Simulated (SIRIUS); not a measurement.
# GaP (F-43m) in SIRIUS: reference runs

Reference runs on GaP: the cell as given.

Program: SIRIUS 7.10.0. These are calculated values, not measurements. Logs are shortened: lines on timing, memory, paths and dates and some standing lists are left out, and cuts for length are marked. The log counts tension as positive stress, the text compression.

**Measured values to compare with.**

“Stacking defects in GaP nanowires: Electronic structure and optical properties”, 2018, arxiv:1810.01194 quotes, for a bulk crystal of GaP at 10 K: band gap 2.34 eV (indirect).

The results are compared with them further down.

## 1. The crystal as given

It takes space group F-43m (No. 216, cubic). Conventional cell: a = 5.451 Å, b = 5.451 Å, c = 5.451 Å, α = 90.00°, β = 90.00°, γ = 90.00°. Ga (site symmetry -43m) has 4 P at 2.36 Å as nearest neighbours. Around P (site symmetry -43m) lie 4 Ga at 2.36 Å.

## 2. Single point, PBEsol

sirius.json

```json
{
  "control": {
    "processing_unit": "cpu",
    "verbosity": 2,
    "num_bands_to_print": 16,
    "print_forces": true,
    "print_stress": true
  },
  "parameters": {
    "electronic_structure_method": "pseudopotential",
    "xc_functionals": ["XC_GGA_X_PBE_SOL", "XC_GGA_C_PBE_SOL"],
    "gk_cutoff": 9.0,
    "pw_cutoff": 18.0,
    "ngridk": [8, 8, 8],
    "shiftk": [0, 0, 0],
    "smearing": "fermi_dirac",
    "smearing_width": 0.0018374661,
    "num_bands": 16,
    "num_mag_dims": 0,
    "num_dft_iter": 100,
    "energy_tol": 1e-08,
    "density_tol": 1e-06
  },
  "iterative_solver": {
    "type": "davidson",
    "min_tolerance": 1e-09,
    "tolerance_scale": [0.1, 0.25]
  },
  "mixer": {
    "type": "anderson",
    "beta": 0.7,
    "max_history": 8
  },
  "settings": {
    "tol_ne": 1e-10,
    "pseudo_grid_cutoff": 6.5
  },
  "unit_cell": {
    "lattice_vectors": [
      [0.0, 0.707106781187, 0.707106781187],
      [0.707106781187, 0.0, 0.707106781187],
      [0.707106781187, 0.707106781187, 0.0]
    ],
    "lattice_vectors_scale": 7.2831660764,
    "atom_coordinate_units": "lattice",
    "atom_types": ["Ga", "P"],
    "atom_files": {
      "P": "P.json",
      "Ga": "Ga.json"
    },
    "atoms": {
      "Ga": [
        [0.0, 0.0, 0.0]
      ],
      "P": [
        [0.75, 0.75, 0.75]
      ]
    }
  }
}
```

Potentials or basis: PseudoDojo 0.4.1 PBEsol standard (scalar relativistic).

On the command line:

```sh
$ upf_to_json P.upf
$ upf_to_json Ga.upf
$ OMP_NUM_THREADS=1 sirius.scf --input=sirius.json --output=out.json --task=0
```

Log:

```text
[info] SIRIUS version : 7.10.0
[info] number of MPI ranks           : 1
[info] MPI grid                      : 1 1
[info] maximum number of OMP threads : 1
[fft] FFT context for density and potential
[fft] =====================================
[fft]   comm size                             : 1
[fft]   plane wave cutoff                     : 18
[fft]   grid size                             : 45 45 45   total : 91125
[fft]   grid limits                           : -22 22   -22 22   -22 22
[fft]   number of G-vectors within the cutoff : 13407
[fft]   local number of G-vectors             : 13407
[fft]   number of G-shells                    : 736
[fft] FFT context for coarse grid
[fft] =====================================
[fft]   comm size                             : 1
[fft]   plane wave cutoff                     : 18
[fft]   grid size                             : 45 45 45   total : 91125
[fft]   grid limits                           : -22 22   -22 22   -22 22
[fft]   number of G-vectors within the cutoff : 13407
[fft]   local number of G-vectors             : 13407
[fft]   number of G-shells                    : 736
[unit cell] lattice vectors
[unit cell]   a1 :       0.0000000000      5.1499761211      5.1499761211
[unit cell]   a2 :       5.1499761211      0.0000000000      5.1499761211
[unit cell]   a3 :       5.1499761211      5.1499761211      0.0000000000
[unit cell] reciprocal lattice vectors
[unit cell]   b1 :      -0.6100208195      0.6100208195      0.6100208195
[unit cell]   b2 :       0.6100208195     -0.6100208195      0.6100208195
[unit cell]   b3 :       0.6100208195      0.6100208195     -0.6100208195
[unit cell] unit cell volume :       273.17795005 [a.u.^3]
[unit cell] 1/sqrt(omega)    :         0.06050304
[unit cell] MT volume        :         0.00000000 ( 0.00%)
[unit cell] IT volume        :       273.17795005 (100.00%)
[unit cell] number of atom types : 2
[unit cell] type id : 0 symbol : Ga mt_radius :  19.010000 num_atoms : 1
[unit cell] type id : 1 symbol :  P mt_radius :  12.970000 num_atoms : 1
[unit cell] total number of atoms : 2
[unit cell] number of symmetry classes : 2
[unit cell] number of PAW atoms : 0
[unit cell] atom id  type id  class id             position                      vector_field
[unit cell] ------------------------------------------------------------------------------------------
[unit cell]      0        0        0      0.00000   0.00000   0.00000      0.00000   0.00000   0.00000
[unit cell]      1        1        1      0.75000   0.75000   0.75000      0.00000   0.00000   0.00000
[unit cell] atom id         position (Cartesian, a.u.)
[unit cell] ---------------------------------------------
[unit cell]      0       0.000000    0.000000    0.000000
[unit cell]      1       7.724964    7.724964    7.724964
[unit cell] class id : 0 atom id : 0
[unit cell] class id : 1 atom id : 1
[unit cell] minimum bond length:     4.460010
[unit cell] total number of pseudo wave-functions: 13
[sym] space group number   : 216
[sym] international symbol : F-43m
[sym] Hall symbol          : F -4 2 3
[sym] space group transformation matrix :
[sym]   0.0000  0.5000  0.5000
[sym]  -0.5000 -0.5000  0.0000
[sym]   0.5000  0.0000  0.5000
[sym] space group origin shift :
[sym]   0.0000  0.0000  0.0000
[sym] number of space group operations  : 24
[sym] number of magnetic group operations : 24
[sym] metric tensor error: 0.0000e+00
[sym] rotation matrix error: 3.3307e-16
[sym] symmetry operations
[... list of symmetry operations ...]
[atom type] label          : Ga
[atom type] --------------------------------------------------------------------------------
[atom type] symbol         : Ga
[atom type] name           :
[atom type] zn             : 13
[atom type] mass           : 0
[atom type] mt_radius      : 19.01
[atom type] num_mt_points  : 1902
[atom type] grid_origin    : 0
[atom type] grid_name      : external
[atom type] number of core electrons    : 0
[atom type] number of valence electrons : 13
[atom type] total number of radial functions : 6
[... 195 lines left out ...]
[find] band gap (eV)                  :       1.52012386
[find] Efermi                         :       0.30317055
[find] iteration : 3, RMS : 4.806423465380e-05, energy difference : -9.677469334690e-05
[find] Hartree energy of density residual : 2.038953466122e-07
[find] | SCF iteration   4 out of 100|
[diagonalize] iterative solver tolerance (occupied, empty): 4.80642e-06 4.80642e-06
[... 37 lines left out ...]
[find] Total energy                   :     -83.30219025 (Ha),    -166.60438049 (Ry)
[find] Free energy (E-TS)             :     -83.30219025 (Ha),    -166.60438049 (Ry)
[find] band gap (eV)                  :       1.51870342
[find] Efermi                         :       0.30326757
[find] iteration : 8, RMS : 2.161674923805e-07, energy difference : -6.102141014708e-09
[find] Hartree energy of density residual : 4.855096993685e-12
[find] | SCF iteration   9 out of 100|
[diagonalize] iterative solver tolerance (occupied, empty): 4.69377e-09 4.69377e-09
[diagonalize] average number of iterations: 2.7931
[find] Total energy                   :     -83.30219025 (Ha),    -166.60438049 (Ry)
[find] Free energy (E-TS)             :     -83.30219025 (Ha),    -166.60438049 (Ry)
[find] band gap (eV)                  :       1.51869255
[find] Efermi                         :       0.30326710
[find] iteration : 9, RMS : 5.192315729774e-08, energy difference : -1.449464548386e-09
[find] Hartree energy of density residual : 3.011424588918e-13
[find] bands are converged : true
[find] iterative solver converged : false
[find] +------------------------------+
[find] | SCF iteration  10 out of 100|
[find] +------------------------------+
[diagonalize] iterative solver tolerance (occupied, empty): 1.17344e-09 1.17344e-09
[diagonalize] average number of iterations: 4.2069
[diagonalize] Lowest band energies
[diagonalize] ik:    0   -0.259255   -0.259255   -0.259255   -0.255618   -0.255618   -0.183737    0.276394    0.276394    0.276394    0.340182    0.416979    0.416979    0.416979    0.591580    0.632777    0.632777
[diagonalize] ik:    1   -0.259755   -0.259082   -0.259082   -0.255620   -0.255620   -0.176268    0.215629    0.267835    0.267835    0.363669    0.429928    0.429928    0.437739    0.609447    0.609447    0.625258
[diagonalize] ik:    2   -0.260855   -0.258713   -0.258713   -0.255572   -0.255572   -0.155079    0.132602    0.251790    0.251790    0.352481    0.448465    0.448465    0.506097    0.602598    0.602598    0.633581
[diagonalize] ik:    3   -0.261847   -0.258433   -0.258433   -0.255432   -0.255432   -0.125418    0.062629    0.239418    0.239418    0.339258    0.449826    0.449826    0.565564    0.631581    0.646591    0.646591
[diagonalize] ik:    4   -0.262235   -0.258347   -0.258347   -0.255344   -0.255344   -0.107117    0.030497    0.234975    0.234975    0.334481    0.447088    0.447088    0.573811    0.670636    0.701952    0.701952
[diagonalize] ...
[diagonalize] ik:   24   -0.262806   -0.257633   -0.257314   -0.256419   -0.255071   -0.098195    0.061103    0.162314    0.183699    0.376861    0.400396    0.514156    0.601526    0.641819    0.726719    0.753894
[diagonalize] ik:   25   -0.262823   -0.257791   -0.257192   -0.256220   -0.255226   -0.078537    0.038751    0.137912    0.176782    0.391507    0.452890    0.501125    0.572836    0.628414    0.724460    0.753574
[diagonalize] ik:   26   -0.262592   -0.257995   -0.257356   -0.256007   -0.255374   -0.085396    0.046272    0.132207    0.190063    0.406327    0.475068    0.478933    0.569988    0.600860    0.664723    0.816337
[diagonalize] ik:   27   -0.263224   -0.257317   -0.257038   -0.256531   -0.255011   -0.072012    0.030022    0.158654    0.161285    0.373819    0.381292    0.585564    0.589102    0.695063    0.710325    0.767512
[diagonalize] ik:   28   -0.262836   -0.257845   -0.257062   -0.256180   -0.255298   -0.070231    0.034172    0.143175    0.148772    0.445461    0.453661    0.497438    0.497980    0.698707    0.709124    0.777154
[find] Charges and magnetic moments
[find] --------------------------------------------------------------------------------
[find] total charge          : 18.000000
[find] Energy
[find] --------------------------------------------------------------------------------
[find] valence_eval_sum               :      -1.87630755
[find] <rho|V^{XC}>                   :     -15.66738613
[find] <rho|E^{XC}>                   :     -22.76151840
[find] <mag|B^{XC}>                   :       0.00000000
[find] <rho|V^{H}>                    :      52.18588032
[find] one-electron contribution      :     -38.39480175 (Ha),     -76.78960349 (Ry)
[find] hartree contribution           :      26.09294016
[find] xc contribution                :     -22.76151840
[find] ewald contribution             :     -48.23881194
[find] PAW contribution               :       0.00000000
[find] smearing (-TS)                 :      -0.00000000
[find] SCF correction                 :       0.00000168
[find] Total energy                   :     -83.30219025 (Ha),    -166.60438049 (Ry)
[find] Free energy (E-TS)             :     -83.30219025 (Ha),    -166.60438049 (Ry)
[find] band gap (eV)                  :       1.51869322
[find] Efermi                         :       0.30326716
[find] iteration : 10, RMS : 5.405076634578e-08, energy difference : -2.647340124895e-10
[find] Hartree energy of density residual : 1.033631879169e-12
[find] bands are converged : false
[find] iterative solver converged : true
[find] converged after 11 SCF iterations!
[find] Charges and magnetic moments
[find] --------------------------------------------------------------------------------
[find] total charge          : 18.000000
[find] Energy
[find] --------------------------------------------------------------------------------
[find] valence_eval_sum               :      -1.87630755
[find] <rho|V^{XC}>                   :     -15.66738613
[find] <rho|E^{XC}>                   :     -22.76151840
[find] <mag|B^{XC}>                   :       0.00000000
[find] <rho|V^{H}>                    :      52.18588032
[find] one-electron contribution      :     -38.39480175 (Ha),     -76.78960349 (Ry)
[find] hartree contribution           :      26.09294016
[find] xc contribution                :     -22.76151840
[find] ewald contribution             :     -48.23881194
[find] PAW contribution               :       0.00000000
[find] smearing (-TS)                 :      -0.00000000
[find] SCF correction                 :       0.00000168
[find] Total energy                   :     -83.30219025 (Ha),    -166.60438049 (Ry)
[find] Free energy (E-TS)             :     -83.30219025 (Ha),    -166.60438049 (Ry)
[find] band gap (eV)                  :       1.51869322
[find] Efermi                         :       0.30326716
[ground_state] === stress tensor components [kbar] ===
[ground_state] === stress_kin ===
[ground_state] -46791.181889   -0.000000    0.000000
[ground_state]    -0.000000-46791.181889    0.000000
[ground_state]     0.000000    0.000000-46791.181889
[ground_state] === stress_har ===
[ground_state] -9367.284864   -0.000000    0.000000
[ground_state]    -0.000000-9367.284864    0.000000
[ground_state]     0.000000    0.000000-9367.284864
[ground_state] === stress_ewald ===
[ground_state] 17317.584380    0.000000   -0.000000
[ground_state]     0.00000017317.584380   -0.000000
[ground_state]    -0.000000   -0.00000017317.584380
[ground_state] === stress_vloc ===
[ground_state]  2200.617362    0.000000    0.000000
[ground_state]     0.000000 2200.617362   -0.000000
[ground_state]     0.000000   -0.000000 2200.617362
[ground_state] === stress_xc ===
[ground_state] -7495.294168   -0.000000    0.000000
[ground_state]    -0.000000-7495.294168    0.000000
[ground_state]     0.000000    0.000000-7495.294168
[ground_state] === stress_core ===
[ground_state] 13208.170371    0.000000   -0.000000
[ground_state]     0.00000013208.170371   -0.000000
[ground_state]    -0.000000   -0.00000013208.170371
[ground_state] === stress_nonloc ===
[ground_state] 30932.495287    0.000000    0.000000
[ground_state]     0.00000030932.495287   -0.000000
[ground_state]     0.000000   -0.00000030932.495287
[ground_state] === stress_us_nl ===
[ground_state] 30932.495287    0.000000    0.000000
[ground_state]     0.00000030932.495287   -0.000000
[ground_state]     0.000000   -0.00000030932.495287
[ground_state] === stress_total ===
[ground_state]     5.106479   -0.000000    0.000000
[ground_state]    -0.000000    5.106479    0.000000
[ground_state]     0.000000    0.000000    5.106479
[ground_state] ==== total Forces in Ha/bohr =====
[ground_state] atom:    0, force:      -0.0000000      0.0000000     -0.0000000
[ground_state] atom:    1, force:       0.0000000      0.0000000     -0.0000000
[ground_state] ==== ultrasoft contribution from Qij =====
[ground_state] atom:    0, force:       0.0000000      0.0000000      0.0000000
[ground_state] atom:    1, force:       0.0000000      0.0000000      0.0000000
[ground_state] ==== non-local contribution from Beta-projector =====
[ground_state] atom:    0, force:      -0.0000000      0.0000000     -0.0000000
[ground_state] atom:    1, force:       0.0000000      0.0000000      0.0000000
[ground_state] ==== contribution from local potential =====
[ground_state] atom:    0, force:       0.0000000      0.0000000     -0.0000000
[ground_state] atom:    1, force:       0.0000000      0.0000000      0.0000000
[ground_state] ==== contribution from core density =====
[ground_state] atom:    0, force:       0.0000000      0.0000000     -0.0000000
[ground_state] atom:    1, force:       0.0000000      0.0000000     -0.0000000
[ground_state] ==== Ewald forces from ions =====
[ground_state] atom:    0, force:      -0.0000000     -0.0000000      0.0000000
[ground_state] atom:    1, force:       0.0000000      0.0000000     -0.0000000
[~DFT_ground_state] local op. applied: 12582
[~DFT_ground_state] evp. work count: 3250.33
[~DFT_ground_state] number of iterative solver steps: 1212
```

Run time: 33 s. Hardware: 1 thread of Arm Neoverse V2, shared host; peak memory 0.37 GiB.

Results:

* Free energy: -2266.7681 eV
* Pressure: -0.5 GPa
* Band gap on the k mesh: 1.52 eV

## 3. Against experiment

Step 2. Against the measured gap of GaP, 2.34 eV (indirect; 10 K; quoted in “Stacking defects in GaP nanowires: Electronic structure and optical properties”, 2018, arxiv:1810.01194), the calculated 1.52 eV is off by -0.82 eV. Spin-orbit coupling on Ga is left out. The value is that of PBEsol on a finite k mesh, which can miss the band edges, without temperature or zero-point motion. Semilocal functionals fall short of measured gaps as a rule.
